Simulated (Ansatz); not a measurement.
Write the native input for Ansatz 0.2.0 that does the following.

* Task: single point
* Functional: PBE
* Potentials or basis: Ansatz PAW
* Cutoff: 420 eV (not typed: the program's choice for these potentials)
* k mesh: 12 × 12 × 12
* Occupations: gaussian, width 0.012 eV
* Spin: no spin polarisation

Zn:

```
Zn
1.0
    -1.56904    1.56904    1.56904
     1.56904   -1.56904    1.56904
     1.56904    1.56904   -1.56904
Zn
1
Direct
  0.00000 0.00000 0.00000
```

This isn't the form of Zn at room conditions, which is hcp.

These files were run (other wordings do the same):

input.yaml

```yaml
crystal:
  lattice:
    - [-1.569037, 1.569037, 1.569037]
    - [1.569037, -1.569037, 1.569037]
    - [1.569037, 1.569037, -1.569037]
  atoms:
    - { symbol: Zn, position: [0.0, 0.0, 0.0] }
hamiltonian:
  xc: pbe
  pseudopotentials: { kind: paw }
kpoints:
  mp_grid: { grid: [12, 12, 12] }
scf:
  occupations: { method: gaussian, width: 0.012 }
output:
  forces: true
  stress: true
  eigenvalues: true
```

Potentials or basis: Ansatz PAW.

The run is started by

```console
$ ansatz run input.yaml --threads 2 --pin off --max-ram 5632MiB --backend cpu --events-out ev --progress --plain --runs-dir out
```

Results of the run:

```
Pressure               : -0.2 GPa
Band gap on the k mesh : none (metal or under the smearing width)
```

Wall time 0.44 s on 2 threads of Arm Neoverse V2 (shared host), peak memory 0.26 GiB.
